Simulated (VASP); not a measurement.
# Zn: band structure with PW91

Crystal: Zn.

```xyz
1
Lattice="0.0000 1.9648 1.9648 1.9648 0.0000 1.9648 1.9648 1.9648 0.0000" Properties=species:S:1:pos:R:3 pbc="T T T"
Zn    0.0000    0.0000    0.0000
```

This isn't the form of Zn at room conditions, which is hcp.

| Property | Result |
| --- | --- |
| Program | VASP 6.6.1 |
| Task | band structure |
| Functional | PW91 |
| Potentials or basis | VASP PAW PBE potentials, release 64 (Zn) |
| Cutoff | 520 eV |
| k mesh | 12 × 12 × 12 |
| Occupations | fermi-dirac, width 0.05 eV |
| Spin | no spin polarisation |
| Further INCAR settings | ALGO = Fast; EDIFF = 1e-06 |

- Band gap along the path: none (metal or under the smearing width)

Levels at the corners of the path, in eV from the Fermi level:
```csv
point,band 4,band 5,band 6,band 7,band 8,band 9
Γ,-7.63,-7.25,-7.25,18.27,18.27,18.27
X,-6.90,-6.90,-0.94,1.76,8.45,8.45
X,-6.90,-6.90,-0.94,1.76,8.45,8.45
W,-7.23,-6.90,2.30,2.30,3.12,4.12
W,-7.23,-6.90,2.30,2.30,3.12,4.12
K,-7.16,-6.99,0.81,1.60,2.70,9.98
K,-7.16,-6.99,0.81,1.60,2.70,9.98
Γ,-7.63,-7.25,-7.25,18.27,18.27,18.27
Γ,-7.63,-7.25,-7.25,18.27,18.27,18.27
L,-6.97,-6.97,-2.83,-1.36,15.24,15.24
L,-6.97,-6.97,-2.83,-1.36,15.24,15.24
U,-7.16,-6.99,0.81,1.60,2.70,9.98
U,-7.16,-6.99,0.81,1.60,2.70,9.98
W,-7.23,-6.90,2.30,2.30,3.12,4.12
W,-7.23,-6.90,2.30,2.30,3.12,4.12
L,-6.97,-6.97,-2.83,-1.36,15.24,15.24
L,-6.97,-6.97,-2.83,-1.36,15.24,15.24
K,-7.16,-6.99,0.81,1.60,2.70,9.98
U,-7.16,-6.99,0.81,1.60,2.70,9.98
X,-6.90,-6.90,-0.94,1.76,8.45,8.45
```

Run time: 18 s on 1 thread of Intel(R) Xeon(R) Platinum 8259CL CPU @ 2.50GHz (Skylake/Cascade Lake), on a shared host, peak memory 0.14 GiB.

Caveat: the log is that of the step along the path at fixed density, whose energy, stress, charges and moments have no meaning.
